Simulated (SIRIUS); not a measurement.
Runs of SIRIUS 7.12.0 on Rh. Symmetry: Fm-3m, No. 225, cubic system. Conventional cell: a = 3.796 Å, b = 3.796 Å, c = 3.796 Å, α = 90.00°, β = 90.00°, γ = 90.00°. Rh (site symmetry m-3m) is surrounded by 12 Rh at 2.68 Å. 

```tsv
level	potentials or basis	smearing	local orbitals (radial functions)	coordinate units	smallest sphere radius times basis cutoff	V0 of scaled cells (Å³/atom)	B0 (GPa)
PBE+D3(BJ)	all-electron FP-LAPW, apw+lo standard	fermi-dirac 0.05 eV	-	-	-	(a)	284
PBE	all-electron FP-LAPW, apw+lo standard	fermi-dirac 0.05 eV	-	-	-	14.02	254
LDA	all-electron FP-LAPW, apw+lo standard	fermi-dirac 0.05 eV	Rh 13	-	8.81	13.20	326
PBE+D4	all-electron FP-LAPW, apw+lo standard	fermi-dirac 0.05 eV	-	-	-	(b)	290
```

Alike in all rows: task equation of state; no spin polarisation; cell as given; k mesh 12 × 12 × 12; cutoff (eV) 177.

Problem. Fill in the values left out.

Solution. (a) 13.62; (b) 13.56.
